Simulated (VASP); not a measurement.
# Re (P6_3/mmc) in VASP: density of states with LDA

Aim: the density of states of Re with LDA.

All numbers are computed with VASP 6.6.1; they aren't measurements. Logs are shortened: lines on timing, memory, paths and dates and some standing lists are left out, and cuts for length are marked.

## (1) The structure

Symmetry: P6_3/mmc, No. 194, hexagonal system. Conventional cell: a = 2.761 Å, b = 2.761 Å, c = 4.458 Å, α = 90.00°, β = 90.00°, γ = 120.00°. Re (site symmetry -6m2) has 12 Re at 2.74 to 2.76 Å as nearest neighbours.

## (2) Density of states, LDA

Contents of run.py:

```python
from ase.calculators.vasp import Vasp
from ase.dft.dos import DOS
from ase.io import read

atoms = read('Re.cif', primitive_cell=True, subtrans_included=False)
calc = Vasp(
    directory='calc',
    xc='lda',
    pp='LDA',
    setups='materialsproject',
    prec='Accurate',
    encut=520,
    ediff=0.001,
    ismear=1,
    sigma=0.1,
    lreal=False,
    lasph=True,
    nelm=100,
    algo='Normal',
    isif=2,
    lwave=False,
    lcharg=False,
    lmaxmix=4,
    lorbit=11,
    kpts=[9, 9, 5],
    gamma=True,
    nbands=20,
)
atoms.calc = calc

print('energy (eV):', atoms.get_potential_energy())
print('free energy (eV):', atoms.get_potential_energy(force_consistent=True))
print('forces (eV/A):')
print(atoms.get_forces())
print('stress (eV/A^3, Voigt):', atoms.get_stress())
print('Fermi level (eV):', calc.get_fermi_level())
dos = DOS(calc, width=0.2, window=(-10, 10), npts=301)
print('E - E_F (eV), DOS (1/eV)')
for e, g in zip(dos.get_energies(), dos.get_dos()):
    print(f'{e:8.3f} {g:10.4f}')
```

Contents of Re.cif:

```cif
data_Re
_cell_length_a 2.76080000
_cell_length_b 2.76080000
_cell_length_c 4.45820000
_cell_angle_alpha 90.00000000
_cell_angle_beta 90.00000000
_cell_angle_gamma 120.00000000
_space_group_name_H-M_alt 'P6_3/mmc'
_space_group_name_Hall '-P 6c 2c'
_space_group_IT_number 194
loop_
_space_group_symop_operation_xyz
'x,y,z'
'-x,-y,-z'
'x-y,x,z+1/2'
'-x+y,-x,-z+1/2'
'-y,x-y,z'
'y,-x+y,-z'
'-x,-y,z+1/2'
'x,y,-z+1/2'
'-x+y,-x,z'
'x-y,x,-z'
'y,-x+y,z+1/2'
'-y,x-y,-z+1/2'
'-y,-x,-z+1/2'
'y,x,z+1/2'
'-x,-x+y,-z'
'x,x-y,z'
'-x+y,y,-z+1/2'
'x-y,-y,z+1/2'
'y,x,-z'
'-y,-x,z'
'x,x-y,-z+1/2'
'-x,-x+y,z+1/2'
'x-y,-y,-z'
'-x+y,y,z'
loop_
_atom_site_label
_atom_site_type_symbol
_atom_site_symmetry_multiplicity
_atom_site_Wyckoff_symbol
_atom_site_fract_x
_atom_site_fract_y
_atom_site_fract_z
_atom_site_occupancy
Re1 Re 2 c 0.6666666667 0.3333333333 0.7500000000 1
```

Potentials or basis: VASP PAW LDA potentials, release 64 (Re_pv).

On the command line:

```
> python run.py
```

The log of the run:

```text
energy (eV): -27.42579047
free energy (eV): -27.42677977
forces (eV/A):
[[ 0. -0.  0.]
 [-0.  0.  0.]]
stress (eV/A^3, Voigt): [ 0.03302698  0.03302698  0.04843791 -0.         -0.          0.        ]
Fermi level (eV): 7.37121415
E - E_F (eV), DOS (1/eV)
 -10.000     0.0036
  -9.933     0.0070
  -9.867     0.0109
  -9.800     0.0137
  -9.733     0.0141
  -9.667     0.0131
[... 293 lines left out ...]
   9.933     0.7292
  10.000     0.7588
```

Run time: 15 s. Hardware: 1 thread of Intel Xeon Platinum 8488C (Sapphire Rapids), shared host; peak memory 0.14 GiB.

The run converged, but some of its settings lie outside the range that counts as converged (typed here: EDIFF = 0.001; k = 9 × 9 × 5), so its numbers aren't taken as properties of the crystal.

Results:

```yaml
Free_energy: -27.4268 eV
Pressure: -6.1 GPa
Band_gap_on_the_k_mesh: none (metal or under the smearing width)
Valence_electrons_inside_the_program's_atomic_spheres: Re 11.46
```

## (3) The reference run

An earlier run on the cell as given: functional PBE; potentials or basis VASP PAW PBE potentials, release 64 (Re); cutoff 520 eV; k mesh 11 × 11 × 6; occupations fermi-dirac, width 0.05 eV; no spin polarisation.

* Pressure: 5.6 GPa
* Band gap on the k mesh: none (metal or under the smearing width)
